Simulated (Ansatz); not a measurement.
Crystal: Nb.

```
CELL_PARAMETERS angstrom
2.71964 0.00000 0.00000
0.00000 2.71964 0.00000
0.00000 0.00000 2.71964
ATOMIC_POSITIONS crystal
Nb 0.50000 0.50000 0.50000
```

The cell was built by a generator and needn't be a form met in nature.

| Property | Result |
| --- | --- |
| Program | Ansatz 0.2.0 |
| Task | relaxation of cell and atoms |
| Functional | HF |
| Potentials or basis | Ansatz PAW |
| Cutoff | 420 eV (not typed: the program's choice for these potentials) |
| k mesh | 5 × 5 × 5 |
| Occupations | fermi-dirac, width 0.05 eV |
| Spin | no spin polarisation |

At the start: volume 20.12 Å³/atom.

Q: Where does the relaxation end?

A: It ends after 5 steps and the volume is 22.73 Å³/atom (+13.0 %); space group Pm-3m (No. 221, to 0.05 Å).

Step by step:
| step | energy change (eV) | largest force (eV/Å) | volume (Å³) |
| --- | --- | --- | --- |
| 1 | 0.0000 | 0.0000 | 20.12 |
| 2 | -0.1226 | 0.0000 | 23.20 |
| 3 | -0.1264 | 0.0000 | 22.76 |
| 4 | -0.1265 | 0.0000 | 22.73 |
| 5 | -0.1275 | 0.0000 | 22.73 |

Final structure:
```xyz
1
Lattice="2.8325 0.0000 0.0000 0.0000 2.8325 0.0000 0.0000 0.0000 2.8325" Properties=species:S:1:pos:R:3 pbc="T T T"
Nb    1.4163    1.4163    1.4163
```

Caveat: the k mesh is coarse (spacing up to 0.46 Å⁻¹), so the values aren't converged, least of all with exact exchange; the plane-wave basis is chosen anew once the cell has moved, so the energies of steps on either side of that aren't comparable; the PAW data sets come from PBE, with cores solved anew for the run's functional, which leaves a small shift of forces and pressure.
